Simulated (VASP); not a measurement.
## PbO: relaxation of cell and atoms with PBEsol

Crystal: PbO.

```xyz
8
Lattice="6.1014 0.0000 0.0000 0.0000 5.6211 0.0000 0.0000 0.0000 4.7283" Properties=species:S:1:pos:R:3 pbc="T T T"
Pb    1.3603    0.0862    3.5462
Pb    4.7411    5.5349    1.1821
Pb    4.7411    2.8968    3.5462
Pb    1.3603    2.7244    1.1821
O     5.3174    5.0871    3.5462
O     0.7840    0.5340    1.1821
O     0.7840    2.2765    3.5462
O     5.3174    3.3446    1.1821
```

The cell is a database's computed one.

```json
{"Program": "VASP 6.6.1", "Task": "relaxation of cell and atoms", "Functional": "PBEsol", "Potentials or basis": "VASP PAW PBE potentials, release 64 (Pb_d, O)", "Cutoff": "600 eV", "k mesh": "6 × 6 × 6", "Occupations": "gaussian, width 0.02 eV", "Spin": "no spin polarisation", "Further INCAR settings": "ALGO = Normal; EDIFF = 1e-07; IBRION = 2; EDIFFG = -0.005; NSW = 90; ISIF = 3"}
```

* Relaxed volume: 19.25 Å³/atom
* Relaxed cell: a = 5.913 Å, b = 5.526 Å, c = 4.713 Å, α = 90.00°, β = 90.00°, γ = 90.00°
* Space group after relaxing (to 0.05 Å): Pbcm (No. 57)
* Energy gained by relaxing: 2.9 meV/atom
* Ionic steps: 23
* Pressure after relaxing: 0.0 GPa
* Largest force after relaxing: 0.003 eV/Å
* Band gap on the k mesh: 2.03 eV, indirect (least direct gap 2.30 eV)

Forces in eV/Å, atoms in the order of the input:
```
Pb  -0.002  0.000  0.000
Pb   0.002  0.000  0.000
Pb   0.002  0.000  0.000
Pb  -0.002  0.000  0.000
O   -0.003  0.002  0.000
O    0.003 -0.002  0.000
O    0.003  0.002  0.000
O   -0.003 -0.002  0.000
```

Step by step:
```tsv
step	energy change (eV)	largest force (eV/Å)	pressure (GPa)	volume (Å³)
1	0.0000	0.0783	-0.81	162.16
2	-0.0045	0.1970	0.44	159.78
3	-0.0053	0.1333	0.08	160.46
4	-0.0087	0.0865	-0.03	159.93
5	-0.0095	0.0586	-0.11	159.49
6	-0.0126	0.0274	-0.13	158.74
7	-0.0160	0.0885	-0.13	156.77
8	-0.0181	0.0734	-0.06	156.13
9	-0.0208	0.0494	0.15	154.52
10	-0.0209	0.0501	0.21	154.06
11	-0.0216	0.0398	-0.02	154.27
12	-0.0216	0.0526	-0.11	154.36
13	-0.0223	0.0380	-0.09	154.31
14	-0.0230	0.0252	-0.04	154.24
15	-0.0231	0.0372	0.04	154.10
16	-0.0233	0.0296	0.00	154.16
17	-0.0234	0.0129	-0.02	154.15
18	-0.0234	0.0131	-0.01	154.15
19	-0.0235	0.0076	-0.02	154.10
20	-0.0235	0.0051	-0.02	154.02
21	-0.0235	0.0075	0.05	153.89
22	-0.0235	0.0019	0.02	153.95
23	-0.0235	0.0031	-0.01	153.97
```

Final structure:
```yaml
crystal:
  lattice:
    - [5.91282, 0.00000, 0.00000]
    - [0.00000, 5.52571, 0.00000]
    - [0.00000, 0.00000, 4.71264]
  atoms:
    - { symbol: Pb, position: [0.23040, 0.01076, 0.75000] }
    - { symbol: Pb, position: [0.76960, 0.98924, 0.25000] }
    - { symbol: Pb, position: [0.76960, 0.51076, 0.75000] }
    - { symbol: Pb, position: [0.23040, 0.48924, 0.25000] }
    - { symbol: O, position: [0.86380, 0.90823, 0.75000] }
    - { symbol: O, position: [0.13620, 0.09177, 0.25000] }
    - { symbol: O, position: [0.13620, 0.40823, 0.75000] }
    - { symbol: O, position: [0.86380, 0.59177, 0.25000] }
```

Levels at points of the mesh, in eV from the valence-band top:
| k point | band 37 | band 38 | band 39 | band 40 | band 41 | band 42 | band 43 | band 44 |
| --- | --- | --- | --- | --- | --- | --- | --- | --- |
| (0.00, 0.00, 0.00) | -1.32 | -1.21 | -0.34 | -0.06 | 3.29 | 3.79 | 4.59 | 5.22 |
| (0.50, 0.00, 0.00) | -1.37 | -0.66 | -0.50 | 0.00 | 2.65 | 3.08 | 3.73 | 4.76 |
| (0.00, 0.50, 0.00) | -0.97 | -0.97 | -0.19 | -0.19 | 3.95 | 3.95 | 4.81 | 4.81 |
| (0.50, 0.50, 0.00) | -0.64 | -0.64 | -0.49 | -0.49 | 2.99 | 2.99 | 4.02 | 4.02 |
| (0.00, 0.00, 0.50) | -0.79 | -0.79 | -0.26 | -0.26 | 4.05 | 4.05 | 4.84 | 4.84 |
| (0.50, 0.00, 0.50) | -0.49 | -0.49 | -0.39 | -0.39 | 3.09 | 3.09 | 3.59 | 3.59 |
| (0.00, 0.50, 0.50) | -0.77 | -0.77 | -0.77 | -0.77 | 3.35 | 3.35 | 3.35 | 3.35 |
| (0.50, 0.50, 0.50) | -0.54 | -0.54 | -0.54 | -0.54 | 2.43 | 2.43 | 2.43 | 2.43 |

Wall time 86 min on 1 thread of Intel(R) Xeon(R) 6975P-C (Granite Rapids), on a shared host, peak memory 0.62 GiB.

Caveat: the PAW data sets were made with another functional, which shifts forces and pressure a little; spin-orbit coupling is left out, which as a rule narrows the gap of such compounds by several tenths of an eV. A k mesh can miss the band edges.
